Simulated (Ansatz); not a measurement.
Crystal: FeO.

```
Fe O
1.0
    -1.60210    1.60210    2.08339
     1.60210   -1.60210    2.08339
     1.60210    1.60210   -2.08339
Fe O
1 1
Direct
  0.00000 0.00000 0.00000
  0.50000 0.50000 0.00000
```

The cell comes from a database or a generator and needn't be the stable form of this composition.

Base run:

- Program: Ansatz 0.2.0
- Functional: LDA
- Potentials or basis: Ansatz PAW
- Cutoff: 420 eV (not typed: the program's choice for these potentials)
- k mesh: 12 × 12 × 12
- Occupations: fermi-dirac, width 0.05 eV
- Spin: collinear spin, ferromagnetic start
- Starting moments: [3.0, 0.0] μB

Its results: band gap on the k mesh none (metal or under the smearing width); pressure -22.5 GPa; net moment 4.00 μB per cell; site moments Fe +3.37; O +0.33 μB.

The run is repeated on the same cell with these changes: hubbard terms from none to Fe d U = 8 eV; hubbard projectors from none to ortho-atomic (the default). What comes out?

Band gap on the k mesh 1.13 eV, indirect (least direct gap 2.56 eV); pressure -6.2 GPa; net moment 4.00 μB per cell; site moments Fe +3.46; O +0.13 μB.

The U term pushes filled and empty states of the shell apart.

Caveats: a cell with one magnetic atom can't hold antiferromagnetic order, which such compounds often take; the PAW data sets come from PBE, with cores solved anew for the run's functional, which leaves a small shift of forces and pressure; the density of states is complete only up to the lowest level of the last band computed; semilocal functionals often make such compounds metallic where correlation or magnetic order opens a gap, which also shifts bond lengths (some runs); the magnetic or orbital state may not be the lowest (some runs).

A k mesh can miss the band edges.
